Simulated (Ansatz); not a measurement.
## Transmission past a defect: armchair graphene nanoribbon (N = 5, H edges), vacancy of one C

Aim: how much does this defect scatter, and at which energies?

Calculated with Ansatz 0.2.0; DFT PBE, plane waves, PAW; relaxation of a wire's period, in the first sound run; inputs show where later runs differ.

Report form: the programs' logs are mostly left out.

## (1) Set-up

The cell holds 14 atoms: 10 C and 4 H. Its edges and angles: a = 13.772 Å, b = 7.000 Å, c = 4.260 Å, α = 90.0°, β = 90.0°, γ = 90.0°. Vacuum lies along a and b. The structure's axis is c.

## (2) Relaxation of atoms and period

Band widths follow the bond lengths, so the wire is relaxed first. The atoms and the third cell vector are free; the box across stays fixed as vacuum. A Fermi-Dirac smearing is set since the result may be a metal. The pressure printed is a third of the stress's trace over the whole box, vacuum included; only the stress along the axis is relaxed.

input.yaml reads:

```yaml
crystal:
  lattice:
    - [13.772, 0.0, 0.0]
    - [0.0, 7.0, 0.0]
    - [0.0, 0.0, 4.26]
  atoms:
    - { symbol: C, position: [0.321423699, 0.5, 0.0] }
    - { symbol: C, position: [0.500011569, 0.5, 0.0] }
    - { symbol: C, position: [0.678599439, 0.5, 0.0] }
    - { symbol: C, position: [0.321423699, 0.5, 0.333333333] }
    - { symbol: C, position: [0.500011569, 0.5, 0.333333333] }
    - { symbol: C, position: [0.678599439, 0.5, 0.333333333] }
    - { symbol: H, position: [0.254138832, 0.5, 0.458920188] }
    - { symbol: H, position: [0.745884306, 0.5, 0.458920188] }
    - { symbol: C, position: [0.410717634, 0.5, 0.5] }
    - { symbol: C, position: [0.589305504, 0.5, 0.5] }
    - { symbol: C, position: [0.410717634, 0.5, 0.833333333] }
    - { symbol: C, position: [0.589305504, 0.5, 0.833333333] }
    - { symbol: H, position: [0.254138832, 0.5, 0.874413146] }
    - { symbol: H, position: [0.745884306, 0.5, 0.874413146] }
kpoints:
  mp_grid: { grid: [1, 1, 19] }
scf:
  occupations: { method: fermi_dirac, width: 0.05 }
hamiltonian:
  xc: pbe
relax:
  cell: { fix: [a, b, alpha, beta, gamma] }
  max_steps: 60
```

On the command line:

```
> ansatz run input.yaml --threads 4 --pin off --max-ram 16384MiB --backend cpu --events-out ev --progress --plain --runs-dir out
```

The job ended after 11 s (4 threads of Arm Neoverse V2, shared host; peak memory 0.75 GiB; 41 s of CPU time).

Step by step:

```csv
step,energy less that of the first step (eV),largest force component (eV/Å),pressure (GPa),volume (Å³)
1,0.0000,2.4832,0.37,410.68
2,-0.2028,0.7556,0.09,415.19
3,-0.2188,0.0485,0.06,415.63
4,-0.2189,0.0189,0.02,415.75
5,-0.2189,0.0303,0.05,415.69
6,-0.2189,0.0018,0.03,415.74
7*,-0.2234,0.0025,0.04,415.74
```

Relaxation steps marked * repeat the geometry before them on a plane-wave basis chosen anew for their cell, so energy and pressure can jump there. Relaxation step 5 was tried and not accepted.

The run keeps the 8 symmetry operations that it works with, so distortions that break them were not tested.

```csv
cell as run,before,after,change
c (Å),4.260,4.312,+1.2 %
```

The atoms that moved most (Å, along periodic axes as changes of fractional coordinates times the final cell, across vacuum about the mean position):

```csv
atom,dx,dy,dz,length
H7,-0.011,0.000,-0.063,0.064
H8,0.011,0.000,-0.063,0.064
H13,-0.011,0.000,0.063,0.064
H14,0.011,0.000,0.063,0.064
C1,0.022,0.000,0.033,0.040
C3,-0.022,0.000,0.033,0.040
C4,0.022,0.000,-0.033,0.040
C6,-0.022,0.000,-0.033,0.040
```

Final coordinates:

```cif
data_structure
_symmetry_space_group_name_H-M 'P 1'
_symmetry_Int_Tables_number 1
_cell_length_a 13.7720
_cell_length_b 7.0000
_cell_length_c 4.3125
_cell_angle_alpha 90.000
_cell_angle_beta 90.000
_cell_angle_gamma 90.000
_cell_volume 415.74
loop_
_atom_site_label
_atom_site_type_symbol
_atom_site_fract_x
_atom_site_fract_y
_atom_site_fract_z
_atom_site_occupancy
C1 C 0.32300 0.50000 0.00772 1
C2 C 0.50001 0.50000 0.99975 1
C3 C 0.67703 0.50000 0.00772 1
C4 C 0.32300 0.50000 0.32561 1
C5 C 0.50001 0.50000 0.33358 1
C6 C 0.67703 0.50000 0.32561 1
H7 H 0.25331 0.50000 0.44440 1
H8 H 0.74672 0.50000 0.44440 1
C9 C 0.41035 0.50000 0.50014 1
C10 C 0.58967 0.50000 0.50014 1
C11 C 0.41035 0.50000 0.83320 1
C12 C 0.58967 0.50000 0.83320 1
H13 H 0.25331 0.50000 0.88893 1
H14 H 0.74672 0.50000 0.88893 1
```

Numbers from this step:

- energy at zero smearing: -2572.5792 eV
- cell length along the wire: 4.312 Å

The cell's length comes to 4.312 Å with spin left out.

## (3) Bands of the perfect wire

This step: DFT PBE, plane waves, PAW; channels and complex bands of a perfect wire (Ansatz 0.2.0).

At the relaxed period the Bloch states of the perfect wire are found at each energy: those that move forward count the open channels, and those that decay describe how a disturbance dies away inside the wire itself. An energy step of 0.035 eV is under the 0.039 eV that the program asks for its thermal average at 300 K.

input.yaml reads:

```yaml
crystal:
  lattice:
    - [13.772, 0.0, 0.0]
    - [0.0, 7.0, 0.0]
    - [0.0, 0.0, 4.3124689628]
  atoms:
    - { symbol: C, position: [0.322995708, 0.5, 0.007723686] }
    - { symbol: C, position: [0.500011569, 0.5, 0.999749547] }
    - { symbol: C, position: [0.67702743, 0.5, 0.007723686] }
    - { symbol: C, position: [0.322995708, 0.5, 0.325609648] }
    - { symbol: C, position: [0.500011569, 0.5, 0.333583786] }
    - { symbol: C, position: [0.67702743, 0.5, 0.325609648] }
    - { symbol: H, position: [0.253305375, 0.5, 0.444400139] }
    - { symbol: H, position: [0.746717763, 0.5, 0.444400139] }
    - { symbol: C, position: [0.410350961, 0.5, 0.500138039] }
    - { symbol: C, position: [0.589672177, 0.5, 0.500138039] }
    - { symbol: C, position: [0.410350961, 0.5, 0.833195294] }
    - { symbol: C, position: [0.589672177, 0.5, 0.833195294] }
    - { symbol: H, position: [0.253305375, 0.5, 0.888933194] }
    - { symbol: H, position: [0.746717763, 0.5, 0.888933194] }
kpoints:
  mp_grid: { grid: [1, 1, 19] }
scf:
  occupations: { method: fermi_dirac, width: 0.05 }
hamiltonian:
  xc: pbe
output:
  transmission:
    e_range: [-1.26, 1.26]
    de: 0.035
    kmesh: [1, 1]
    reduced_basis: true
    leads: [[0, 0]]
basis:
  ecutwfc: "350 eV"
```

Wall time 8.9 min (4 threads); peak memory 4.3 GiB; 31 min of CPU time.

This step gave:

```
energy at zero smearing                                         : -2572.2757 eV
channels at the energy nearest the Fermi level, one spin        : 0
conductance of the lead as this run defines it                  : 7.86e-4 G₀
slowest decay in the lead at the energy nearest the Fermi level : 0.038 Å⁻¹
band gap on the path through both edges                         : 0.4102 eV
```

The open channels of the lead, one spin by energy, zero at the Fermi level:

| energy (eV) | open channels of the lead, one spin |
| --- | --- |
| -1.26 | 1 |
| -1.19 | 1 |
| -1.08 | 1 |
| -1.01 | 1 |
| -0.91 | 1 |
| -0.84 | 1 |
| -0.73 | 1 |
| -0.67 | 1 |
| -0.56 | 1 |
| -0.49 | 1 |
| -0.39 | 1 |
| -0.32 | 1 |
| -0.21 | 0 |
| -0.14 | 0 |
| -0.04 | 0 |
| 0.00 | 0 |
| 0.04 | 0 |
| 0.14 | 0 |
| 0.21 | 1 |
| 0.32 | 1 |
| 0.39 | 1 |
| 0.49 | 1 |
| 0.56 | 1 |
| 0.67 | 1 |
| 0.73 | 1 |
| 0.84 | 1 |
| 0.91 | 1 |
| 1.01 | 1 |
| 1.08 | 1 |
| 1.19 | 1 |
| 1.26 | 1 |

The slowest values at each energy, most degenerate partners merged, listed up to 1.5 1/Å. Im kz of the slowest decaying states against energy, zero at the Fermi level:

| energy (eV) | decay 1 (Å⁻¹) | decay 2 (Å⁻¹) | decay 3 (Å⁻¹) | decay 4 (Å⁻¹) |
| --- | --- | --- | --- | --- |
| -1.190 | 0.141 | 0.474 | 0.479 | 0.505 |
| -1.085 | 0.152 | 0.480 | 0.483 | 0.509 |
| -1.015 | 0.158 | 0.483 | 0.486 | 0.511 |
| -0.910 | 0.165 | 0.489 | 0.490 | 0.513 |
| -0.805 | 0.172 | 0.493 | 0.494 | 0.513 |
| -0.700 | 0.177 | 0.496 | 0.498 | 0.513 |
| -0.595 | 0.181 | 0.499 | 0.502 | 0.512 |
| -0.490 | 0.184 | 0.502 | 0.506 | 0.510 |
| -0.385 | 0.186 | 0.504 | 0.506 | 0.509 |
| -0.315 | 0.186 | 0.504 | 0.506 | 0.511 |
| -0.210 | 0.00442 | 0.187 | 0.499 | 0.508 |
| -0.105 | 0.0333 | 0.187 | 0.494 | 0.510 |
| 0.000 | 0.0380 | 0.186 | 0.488 | 0.512 |
| 0.105 | 0.0318 | 0.184 | 0.481 | 0.513 |
| 0.210 | 0.181 | 0.473 | 0.514 | 0.523 |
| 0.315 | 0.177 | 0.464 | 0.516 | 0.524 |
| 0.385 | 0.174 | 0.457 | 0.516 | 0.525 |
| 0.490 | 0.168 | 0.447 | 0.517 | 0.526 |
| 0.595 | 0.162 | 0.435 | 0.518 | 0.526 |
| 0.700 | 0.154 | 0.423 | 0.518 | 0.526 |
| 0.805 | 0.145 | 0.409 | 0.518 | 0.526 |
| 0.910 | 0.134 | 0.394 | 0.518 | 0.526 |
| 1.015 | 0.121 | 0.377 | 0.518 | 0.525 |
| 1.085 | 0.111 | 0.365 | 0.518 | 0.524 |
| 1.190 | 0.0919 | 0.345 | 0.517 | 0.523 |

By hand: the program gives 6.3138 × 10^10 S/m² over the cell's cross-section of 96.40 Å² = 9.640 × 10^-19 m², so one cell conducts 6.087 × 10^-8 S. Divided by G0 = 2e²/h = 7.748 × 10^-5 S this is 7.9e-4 G0, a resistance of 16429 kΩ.

At the computed energy nearest the Fermi level there are 0 channels a spin, and the thermal average gives 7.9e-4 G₀; the gap is 0.41 eV.

## (4) Relaxation of the scattering region

This step: DFT PBE, plane waves, PAW; relaxation of a junction in a wire, ends held (Ansatz 0.2.0).

System of this step: armchair graphene nanoribbon (N = 5, H edges), vacancy of one C. The cell holds 97 atoms: 69 C and 28 H. Cell: a = 13.772 Å, b = 7.000 Å, c = 30.187 Å, α = 90.0°, β = 90.0°, γ = 90.0°. Regions: held atoms, 56 atoms (40 C and 16 H); free atoms, 41 atoms (29 C and 12 H). Vacuum lies along a and b. The structure's axis is c.

41 atoms at the defect are free to relax, while 56 stay where the perfect wire has them, so that the ends still repeat as a lead. The cutoff is set under the files' recommended one to save time.

input.yaml reads:

```yaml
crystal:
  lattice:
    - [13.772, 0.0, 0.0]
    - [0.0, 7.0, 0.0]
    - [0.0, 0.0, 30.1872827399]
  atoms:
    - { symbol: C, position: [0.322995708, 0.5, 0.001103384] }
    - { symbol: C, position: [0.500011569, 0.5, 0.999964221] }
    - { symbol: C, position: [0.67702743, 0.5, 0.001103384] }
    - { symbol: C, position: [0.322995708, 0.5, 0.046515664] }
    - { symbol: C, position: [0.500011569, 0.5, 0.047654827] }
    - { symbol: C, position: [0.67702743, 0.5, 0.046515664] }
    - { symbol: H, position: [0.253305375, 0.5, 0.063485734] }
    - { symbol: H, position: [0.746717763, 0.5, 0.063485734] }
    - { symbol: C, position: [0.410350961, 0.5, 0.071448291] }
    - { symbol: C, position: [0.589672177, 0.5, 0.071448291] }
    - { symbol: C, position: [0.410350961, 0.5, 0.119027899] }
    - { symbol: C, position: [0.589672177, 0.5, 0.119027899] }
    - { symbol: H, position: [0.253305375, 0.5, 0.126990456] }
    - { symbol: H, position: [0.746717763, 0.5, 0.126990456] }
    - { symbol: C, position: [0.322995708, 0.5, 0.143960527] }
    - { symbol: C, position: [0.500011569, 0.5, 0.142821364] }
    - { symbol: C, position: [0.67702743, 0.5, 0.143960527] }
    - { symbol: C, position: [0.322995708, 0.5, 0.189372807] }
    - { symbol: C, position: [0.500011569, 0.5, 0.190511969] }
    - { symbol: C, position: [0.67702743, 0.5, 0.189372807] }
    - { symbol: H, position: [0.253305375, 0.5, 0.206342877] }
    - { symbol: H, position: [0.746717763, 0.5, 0.206342877] }
    - { symbol: C, position: [0.410350961, 0.5, 0.214305434] }
    - { symbol: C, position: [0.589672177, 0.5, 0.214305434] }
    - { symbol: C, position: [0.410350961, 0.5, 0.261885042] }
    - { symbol: C, position: [0.589672177, 0.5, 0.261885042] }
    - { symbol: H, position: [0.253305375, 0.5, 0.269847599] }
    - { symbol: H, position: [0.746717763, 0.5, 0.269847599] }
    - { symbol: C, position: [0.322995708, 0.5, 0.286817669] }
    - { symbol: C, position: [0.500011569, 0.5, 0.285678507] }
[... 61 atom lines left out ...]
    - { symbol: C, position: [0.410350961, 0.5, 0.928591148] }
    - { symbol: C, position: [0.589672177, 0.5, 0.928591148] }
    - { symbol: C, position: [0.410350961, 0.5, 0.976170756] }
    - { symbol: C, position: [0.589672177, 0.5, 0.976170756] }
    - { symbol: H, position: [0.253305375, 0.5, 0.984133313] }
    - { symbol: H, position: [0.746717763, 0.5, 0.984133313] }
magnetization:
  spin_polarized: true
kpoints:
  mp_grid: { grid: [1, 1, 1] }
scf:
  occupations: { method: fermi_dirac, width: 0.1 }
hamiltonian:
  xc: pbe
relax:
  constraints:
    - { sites: [0, 1, 2, 3, 4, 5, 6, 7, 8, 9, 10, 11, 12, 13, 14, 15, 16, 17, 18, 19, 20, 21, 22, 23, 24, 25, 26, 27, 69, 70, 71, 72, 73, 74, 75, 76, 77, 78, 79, 80, 81, 82, 83, 84, 85, 86, 87, 88, 89, 90, 91, 92, 93, 94, 95, 96] }
  f_tol: 0.06
  max_steps: 35
basis:
  ecutwfc: "350 eV"
```

The job ended after 6.6 min (4 threads; peak memory 3.2 GiB; 26 min of CPU time).

The steps of the relaxation:

| step | energy less that of the first step (eV) | largest force component (eV/Å) |
| --- | --- | --- |
| 1 | 0.0000 | 2.2380 |
| 2 | -0.5612 | 1.6019 |
| 3 | -1.2148 | 2.2161 |
| 4 | -2.0309 | 3.0909 |
| 5 | -2.1794 | 4.8735 |
| 6 | -2.5825 | 1.0365 |
| 7 | -2.7103 | 0.2630 |
| 8 | -2.7709 | 0.2557 |
| 9 | -2.8237 | 0.1872 |
| 10 | -2.8567 | 0.2062 |
| 11 | -2.8732 | 0.0847 |
| 12 | -2.8778 | 0.0289 |
| 13 | -2.8834 | 0.0781 |
| 14 | -2.8893 | 0.1126 |
| 15 | -2.8923 | 0.0742 |
| 16 | -2.8940 | 0.0381 |

The atoms that moved most (Å):

```csv
atom,dx,dy,dz,length
H41,0.692,-1.377,-0.084,1.543
H42,-0.689,-1.371,-0.085,1.537
C43,0.560,-0.954,-0.019,1.106
C44,-0.558,-0.952,-0.019,1.104
H48,0.236,-1.004,-0.211,1.053
H49,-0.233,-1.000,-0.213,1.048
C39,0.499,-0.660,-0.117,0.835
C40,-0.498,-0.659,-0.117,0.834
```

Numbers from this step:

```yaml
energy_at_zero_smearing: -17749.3343 eV
total_moment: 0.8690 μB
absolute_moment: 1.034 μB
```

Site moment by element, in μB:

```
element  atoms   mean  spread (r.m.s.)   least  largest
      C     69  0.005            0.030  -0.002    0.254
      H     28  0.000            0.000   0.000    0.000
```

The atoms farthest from the mean of their element:

```csv
atom,"x, y, z (Å)",site moment (μB)
C46,"6.89, 3.65, 14.56",0.254
C52,"5.64, 3.44, 16.57",0.019
C53,"8.13, 3.44, 16.57",0.019
C57,"6.89, 3.51, 17.27",-0.002
C39,"6.15, 2.84, 12.10",0.011
C40,"7.62, 2.84, 12.10",0.011
C43,"5.01, 2.55, 12.95",-0.001
C44,"8.77, 2.55, 12.95",-0.001
```

The largest force component on a free atom ends at 0.038 eV/Å, under the limit of 0.06.  6 atoms of the wire itself, hydrogen apart, moved by over 0.45 Å, up to 1.11 Å.

(Part 1 of 2 ends here.)

[Logs are printed without paths, hosts, clocks, repeated set-up lines and the standing remarks that a program may print on its own settings, such as how far it seeks lower states.]

[Hosts, paths, dates, database ids (printed as entryN), source tags and the programs' standing remarks are cut or masked in the printed files.]
